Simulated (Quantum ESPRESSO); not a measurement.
A run of Quantum ESPRESSO 7.5 is set up as follows.

The input pw.in:

```
&CONTROL
  calculation = 'scf'
  prefix = 'pwscf'
  outdir = './tmp'
  pseudo_dir = './pseudo'
  tprnfor = .true.
  tstress = .true.
  disk_io = 'low'
/
&SYSTEM
  ibrav = 0
  nat = 2
  ntyp = 2
  ecutwfc = 82
  nbnd = 40
  occupations = 'smearing'
  smearing = 'fd'
  degauss = 0.00367493
  noncolin = .true.
  lspinorb = .true.
/
&ELECTRONS
  conv_thr = 4d-10
  electron_maxstep = 120
  mixing_beta = 0.5
/
ATOMIC_SPECIES
Ag   107.8682 Ag.upf
Cl    35.4500 Cl.upf
CELL_PARAMETERS angstrom
   0.0000000000    2.7350000000    2.7350000000
   2.7350000000    0.0000000000    2.7350000000
   2.7350000000    2.7350000000    0.0000000000
ATOMIC_POSITIONS crystal
Ag     0.0000000000    0.0000000000    0.0000000000
Cl     0.5000000000    0.5000000000    0.5000000000
K_POINTS automatic
8 8 8 0 0 0
```

File bands.in:

```
&CONTROL
  calculation = 'bands'
  prefix = 'pwscf'
  outdir = './tmp'
  pseudo_dir = './pseudo'
  disk_io = 'low'
  verbosity = 'high'
/
&SYSTEM
  ibrav = 0
  nat = 2
  ntyp = 2
  ecutwfc = 82
  nbnd = 40
  occupations = 'smearing'
  smearing = 'fd'
  degauss = 0.00367493
  noncolin = .true.
  lspinorb = .true.
/
&ELECTRONS
  conv_thr = 1d-08
  electron_maxstep = 120
  mixing_beta = 0.5
  diago_full_acc = .true.
  startingwfc = 'random'
/
ATOMIC_SPECIES
Ag   107.8682 Ag.upf
Cl    35.4500 Cl.upf
CELL_PARAMETERS angstrom
   0.0000000000    2.7350000000    2.7350000000
   2.7350000000    0.0000000000    2.7350000000
   2.7350000000    2.7350000000    0.0000000000
ATOMIC_POSITIONS crystal
Ag     0.0000000000    0.0000000000    0.0000000000
Cl     0.5000000000    0.5000000000    0.5000000000
K_POINTS crystal
60
 0.0000000000  0.0000000000  0.0000000000 1
 0.0625000000  0.0000000000  0.0625000000 1
 0.1250000000  0.0000000000  0.1250000000 1
 0.1875000000  0.0000000000  0.1875000000 1
 0.2500000000  0.0000000000  0.2500000000 1
 0.3125000000  0.0000000000  0.3125000000 1
 0.3750000000  0.0000000000  0.3750000000 1
 0.4375000000  0.0000000000  0.4375000000 1
 0.5000000000  0.0000000000  0.5000000000 1
 0.5000000000  0.0625000000  0.5625000000 1
 0.5000000000  0.1250000000  0.6250000000 1
 0.5000000000  0.1875000000  0.6875000000 1
 0.5000000000  0.2500000000  0.7500000000 1
 0.4375000000  0.3125000000  0.7500000000 1
 0.3750000000  0.3750000000  0.7500000000 1
 0.3375000000  0.3375000000  0.6750000000 1
 0.3000000000  0.3000000000  0.6000000000 1
 0.2625000000  0.2625000000  0.5250000000 1
 0.2250000000  0.2250000000  0.4500000000 1
 0.1875000000  0.1875000000  0.3750000000 1
 0.1500000000  0.1500000000  0.3000000000 1
 0.1125000000  0.1125000000  0.2250000000 1
 0.0750000000  0.0750000000  0.1500000000 1
 0.0375000000  0.0375000000  0.0750000000 1
 0.0000000000  0.0000000000  0.0000000000 1
 0.0625000000  0.0625000000  0.0625000000 1
 0.1250000000  0.1250000000  0.1250000000 1
 0.1875000000  0.1875000000  0.1875000000 1
 0.2500000000  0.2500000000  0.2500000000 1
 0.3125000000  0.3125000000  0.3125000000 1
 0.3750000000  0.3750000000  0.3750000000 1
 0.4375000000  0.4375000000  0.4375000000 1
 0.5000000000  0.5000000000  0.5000000000 1
 0.5250000000  0.4500000000  0.5250000000 1
 0.5500000000  0.4000000000  0.5500000000 1
 0.5750000000  0.3500000000  0.5750000000 1
 0.6000000000  0.3000000000  0.6000000000 1
 0.6250000000  0.2500000000  0.6250000000 1
 0.5833333333  0.2500000000  0.6666666667 1
 0.5416666667  0.2500000000  0.7083333333 1
 0.5000000000  0.2500000000  0.7500000000 1
 0.5000000000  0.2857142857  0.7142857143 1
 0.5000000000  0.3214285714  0.6785714286 1
 0.5000000000  0.3571428571  0.6428571429 1
 0.5000000000  0.3928571429  0.6071428571 1
 0.5000000000  0.4285714286  0.5714285714 1
 0.5000000000  0.4642857143  0.5357142857 1
 0.5000000000  0.5000000000  0.5000000000 1
 0.4821428571  0.4821428571  0.5357142857 1
 0.4642857143  0.4642857143  0.5714285714 1
 0.4464285714  0.4464285714  0.6071428571 1
 0.4285714286  0.4285714286  0.6428571429 1
 0.4107142857  0.4107142857  0.6785714286 1
 0.3928571429  0.3928571429  0.7142857143 1
 0.3750000000  0.3750000000  0.7500000000 1
 0.6250000000  0.2500000000  0.6250000000 1
 0.5937500000  0.1875000000  0.5937500000 1
 0.5625000000  0.1250000000  0.5625000000 1
 0.5312500000  0.0625000000  0.5312500000 1
 0.5000000000  0.0000000000  0.5000000000 1
```

Potentials or basis: PseudoDojo 0.4 FR PBE standard.

Run with:

```console
$ OMP_NUM_THREADS=1 pw.x -in pw.in > pw.out
$ OMP_NUM_THREADS=1 pw.x -in bands.in > bands.out
```

Task: Predict the pressure.

Result: 3.9 GPa.

Task: What does it give for the band gap on the k mesh?

Result: 0.87 eV, indirect (least direct gap 3.28 eV).

Levels at the corners of the path, in eV from the valence-band top:
```tsv
point	band 23	band 24	band 25	band 26	band 27	band 28	band 29	band 30
Γ	-2.42	-2.42	-2.42	-2.42	0.87	0.87	10.60	10.60
X	-1.95	-1.95	-1.82	-1.82	2.27	2.27	7.86	7.86
W	-1.89	-1.89	-1.27	-1.27	4.21	4.21	7.76	7.76
K	-1.68	-1.68	-1.13	-1.13	3.55	3.55	7.19	7.19
Γ	-2.42	-2.42	-2.42	-2.42	0.87	0.87	10.60	10.60
L	-0.04	-0.04	0.00	0.00	4.07	4.07	6.73	6.73
U	-1.68	-1.68	-1.13	-1.13	3.55	3.55	7.19	7.19
W	-1.89	-1.89	-1.27	-1.27	4.21	4.21	7.76	7.76
L	-0.04	-0.04	0.00	0.00	4.07	4.07	6.73	6.73
K	-1.68	-1.68	-1.13	-1.13	3.55	3.55	7.19	7.19
U	-1.68	-1.68	-1.13	-1.13	3.55	3.55	7.19	7.19
X	-1.95	-1.95	-1.82	-1.82	2.27	2.27	7.86	7.86
```

**The experiment to reproduce.**

From a printed reference work, data compilation, for a bulk crystal of AgCl: band gap 3.249 eV (indirect).

A measured gap of AgCl is 3.249 eV (indirect; a printed reference work, data compilation); the calculated 0.87 eV misses it by -2.38 eV. So large a miss can be the level of theory's own, or it may mean another phase, state or a wrong row. The value is that of PBE, without temperature or zero-point motion. Semilocal functionals fall short of measured gaps as a rule.
